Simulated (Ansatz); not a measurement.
MoTe2: changing the dispersion correction

The cell as given:

```cif
data_structure
_symmetry_space_group_name_H-M 'P 1'
_symmetry_Int_Tables_number 1
_cell_length_a 3.5182
_cell_length_b 3.5182
_cell_length_c 13.9736
_cell_angle_alpha 90.000
_cell_angle_beta 90.000
_cell_angle_gamma 120.000
_cell_volume 149.79
loop_
_atom_site_label
_atom_site_type_symbol
_atom_site_fract_x
_atom_site_fract_y
_atom_site_fract_z
_atom_site_occupancy
Te1 Te 0.66667 0.33333 0.37900 1
Te2 Te 0.33333 0.66667 0.87900 1
Te3 Te 0.66667 0.33333 0.12100 1
Te4 Te 0.33333 0.66667 0.62100 1
Mo1 Mo 0.66667 0.33333 0.75000 1
Mo2 Mo 0.33333 0.66667 0.25000 1
```

Kept alike: task relaxation of cell and atoms; functional PBEsol; k mesh 9 × 9 × 2; occupations fermi-dirac, width 0.05 eV; no spin polarisation. Program: Ansatz, Ansatz PAW, cutoff 420 eV. The mesh is that of the run's cell of 6 atoms. No spin-orbit coupling.

```csv
dispersion correction,volume (Å³/atom),first edge of the run's cell (Å),third edge of the run's cell (Å)
D3(BJ),22.701,3.434,13.336
D3(BJ)-ATM,22.924,3.443,13.401
D4,23.409,3.460,13.545
none,24.686,3.494,14.010
```

The relaxations keep at least the cell's symmetry (P6_3/mmc). Relaxations stop with a little pressure left, so the last digits of a volume or edge aren't settled. All rows use potentials made for PBE.

**Question.** What does the dispersion correction change here?

**Answer.** The volume runs from 22.701 (D3(BJ)) to 24.686 Å³/atom (none). Against no correction: D3(BJ) -8.0 %; D3(BJ)-ATM -7.1 %; D4 -5.2 %. Dispersion terms mostly attract and so lower the volume; the schemes' coefficients and damping set how far. The first edge of the run's cell runs from 3.434 (D3(BJ)) to 3.494 Å (none). The third edge of the run's cell runs from 13.336 (D3(BJ)) to 14.010 Å (none).
